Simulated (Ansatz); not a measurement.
Input and command of a calculation in Ansatz (plane waves; scalar-relativistic PAW potentials unless the input names others):

```yaml
crystal:
  lattice:
    - [1.5738034023, 0.9086358179, 6.3704647422]
    - [-1.5738034023, 0.9086358179, 6.3704647422]
    - [0.0, -1.8172716359, 6.3704647422]
  atoms:
    - { symbol: W, position: [0.9993284863, 0.9993284863, 0.9993284863] }
    - { symbol: S, position: [0.7479630314, 0.7479630314, 0.7479630314] }
    - { symbol: S, position: [0.5840084823, 0.5840084823, 0.5840084823] }
basis:
  ecutwfc: 420
kpoints:
  mp_grid: { grid: [12, 12, 12] }
hamiltonian:
  xc: pbesol
scf:
  occupations: { method: gaussian, width: 0.05 }
  max_iter: 50
output:
  forces: true
  eigenvalues: true
  stress: true
total_charge: 6
```

```bash
ansatz run input.yaml --threads 2 --pin off --max-ram 5120MiB --backend cpu --events-out ev --progress --plain --runs-dir out
```

Abridged log:
```
Pseudopotentials: kind: paw
Pseudopotential: W, paw, valence charge 14, recommended cutoff 420 eV (normal)
Pseudopotential: S, paw, valence charge 6, recommended cutoff 420 eV (normal)
Functional definition: PBEsol
Crystal: 3 atoms, lattice volume = 54.659 Å³
Basis set: ecut = 420 eV, 1047 PW (Γ), FFT grids on a1−a3, a2−a3, a3, exchange–correlation on 48×48×90 points (8 copies of the dense FFT grid, shifted against one another)
Bands: 14, of which v1, the nominal top of the filled ones, is band 10 counted from 1 (9 counted from 0)
Symmetry: 6 space group operations
Space group: R3m (ITA 160), of the structure as read, at distance tolerance 3.8e-5 Å
k-points: 189 of 1728 (time reversal used)
Initial density: superposition of atomic densities (neutral atoms scaled as one to the charged cell's electrons: chi_scale 0, normalization atom), corrected by the library's trained network
Initial wavefunctions: pseudopotential atomic-orbital guess
Functional: x = pbesol(κ = 0.804, μ = 0.12345679), c = pbesol(β = 0.046)
SCF iter   1: F=—  HF=-12206.169341 eV  |F-HF|=—  |Δ(HF+E_count)|=         —  Δρ=6.09e-1  dr2=4.84e2  ethr=1.77e-3  ⟨swp⟩=11.3  Hψ=27514  notcnv=0
SCF iter   2: F=—  HF=-12149.612248 eV  |F-HF|=—  |Δ(HF+E_count)|=    5.66e1  Δρ=5.14e-1  dr2=3.21e2  ethr=1.77e-3  ⟨swp⟩=13.7  Hψ=23702  notcnv=0  defer=100
SCF iter   3: F=—  HF=-12088.420235 eV  |F-HF|=—  |Δ(HF+E_count)|=    6.12e1  Δρ=2.06e-1  dr2=4.44e1  ethr=1.77e-3  ⟨swp⟩=10.3  Hψ=16609  notcnv=0  defer=89
SCF iter   4: F=—  HF=-12080.241462 eV  |F-HF|=—  |Δ(HF+E_count)|=    8.18e0  Δρ=6.15e-2  dr2=3.22e0  ethr=1.77e-3  ⟨swp⟩=9.3  Hψ=12840  notcnv=0  defer=103
SCF iter   5: F=—  HF=-12080.555081 eV  |F-HF|=—  |Δ(HF+E_count)|=   3.14e-1  Δρ=6.46e-2  dr2=3.47e0  ethr=1.77e-3  ⟨swp⟩=5.8  Hψ=10378  notcnv=0  defer=56
SCF iter   6: F=—  HF=-12079.763996 eV  |F-HF|=—  |Δ(HF+E_count)|=   7.91e-1  Δρ=2.82e-2  dr2=8.00e-1  ethr=1.77e-3  ⟨swp⟩=5.0  Hψ=6879  notcnv=0  defer=33
SCF iter   7: F=—  HF=-12079.548979 eV  |F-HF|=—  |Δ(HF+E_count)|=   2.15e-1  Δρ=7.41e-3  dr2=4.01e-2  ethr=1.77e-3  ⟨swp⟩=3.9  Hψ=6510  notcnv=0  defer=19
SCF iter   8: F=—  HF=-12079.536550 eV  |F-HF|=—  |Δ(HF+E_count)|=   1.24e-2  Δρ=1.93e-3  dr2=4.38e-3  ethr=2.00e-4  ⟨swp⟩=3.1  Hψ=5547  notcnv=0  defer=34
SCF iter   9: F=—  HF=-12079.535557 eV  |F-HF|=—  |Δ(HF+E_count)|=   9.93e-4  Δρ=2.89e-4  dr2=9.49e-5  ethr=2.19e-5  ⟨swp⟩=2.7  Hψ=4527  notcnv=0  defer=20
SCF iter  10: F=—  HF=-12079.535615 eV  |F-HF|=—  |Δ(HF+E_count)|=   5.83e-5  Δρ=1.04e-4  dr2=1.38e-5  ethr=4.75e-7  ⟨swp⟩=2.6  Hψ=4513  notcnv=0  defer=20
SCF iter  11: F=—  HF=-12079.535614 eV  |F-HF|=—  |Δ(HF+E_count)|=   1.44e-6  Δρ=2.07e-5  dr2=2.16e-7  ethr=6.91e-8  ⟨swp⟩=2.3  Hψ=3686  notcnv=0  defer=20
SCF iter  12: F=-12079.535614 eV  HF=-12079.535614 eV  |F-HF|=2.08e-8  |Δ(HF+E_count)|=   5.70e-8  Δρ=4.90e-6  dr2=2.94e-8  ethr=5.00e-10  ⟨swp⟩=13.8  Hψ=23970  notcnv=0
SCF 1 converged in 12 iterations: F = -12079.535614 eV  dr2 = 2.94e-8
SCF converged after 12 iterations
Free energy (F): -12079.535614 eV
Harris-Foulkes:  -12079.535614 eV  (|F-HF|=2.08e-8)
Internal energy: -12079.532625 eV  (E = F + TS)
E sigma→0 (E₀):  -12079.534119 eV
Entropy (-TS):   -0.002989 eV (-0.996 meV/atom)
Fermi energy:    6.175749 eV
--- Forces (eV/Å), atoms counted from 1 ---
  atom   1  W      0.00000000     0.00000000     0.00738847
  atom   2  S      0.00000000     0.00000000     9.43557878
  atom   3  S      0.00000000     0.00000000    -9.44292107
--- Stress (GPa, compression-positive) ---
       34.601309       0.000000       0.000000
        0.000000      34.601309       0.000000
        0.000000       0.000000       5.116820
  P = ⅓ Tr σ = 24.7731 GPa (247.731 kbar)
```

Question: What should be changed?

Answer: The fault is a net charge on a solid that should be neutral, 6 electrons a cell too few, offset by a uniform background, so that energy and pressure hang on that convention (total_charge: not typed → 6, the first being the value of the sound run). Setting it back cures it. The run converged all the same, with a total energy on another zero, pressure 24.77 GPa (with the neutralising background of the charged cell), largest force 9.443 eV/Å, no gap on the mesh, so convergence alone doesn't show that an input is right. A reference run from the same start on usual settings converged with pressure -0.01 GPa, largest force 0.001 eV/Å, gap on the mesh 1.15 eV.

It took 17 s on 2 threads of Intel(R) Xeon(R) 6975P-C (Granite Rapids) (shared host), peak memory 0.49 GiB.